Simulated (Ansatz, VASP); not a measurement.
HgTe in VASP and in Ansatz

```
Hg Te
1.0
     0.00000    3.07712    2.92326
     3.07712    0.00000    2.92326
     3.07712    3.07712    0.00000
Hg Te
1 1
Direct
  0.00000 0.00000 0.00000
  0.50000 0.50000 0.50000
```

Change from the starting cell: strain +0.000 along x and y, -0.050 along z, atoms carried along.

Alike in both runs: task single point; functional PBEsol; k mesh 14 × 14 × 14; occupations gaussian, width 0.15 eV; no spin polarisation.

|  | VASP | Ansatz |
| --- | --- | --- |
| version | VASP 6.6.1 | Ansatz 0.2.0 |
| potentials or method | VASP PAW PBE potentials, release 64 (Hg, Te) | scalar-relativistic, plane waves, PAW |
| plane-wave cutoff (eV) | 520 | 420 |
| valence electrons in the cell | 18 | 36 |

VASP gave:

* gap on the k mesh at the Fermi level (eV): none
* pressure (GPa): -0.7
* largest component of the traceless stress (GPa): 2.25

Q: Which values does Ansatz return?

A: gap on the k mesh at the Fermi level (eV): none; pressure (GPa): -0.9; largest component of the traceless stress (GPa): 2.18.

A gap of «none» marks a metal or a gap that the smearing closes. With one functional, cell and mesh, what is left measures potentials, basis and numerics. The two sets of potentials don't hold the same shells in valence.

Caveats: the PAW data sets were made with another functional, which shifts forces and pressure a little (VASP). The runs have no spin-orbit coupling, so splittings on Hg, Te are missing.
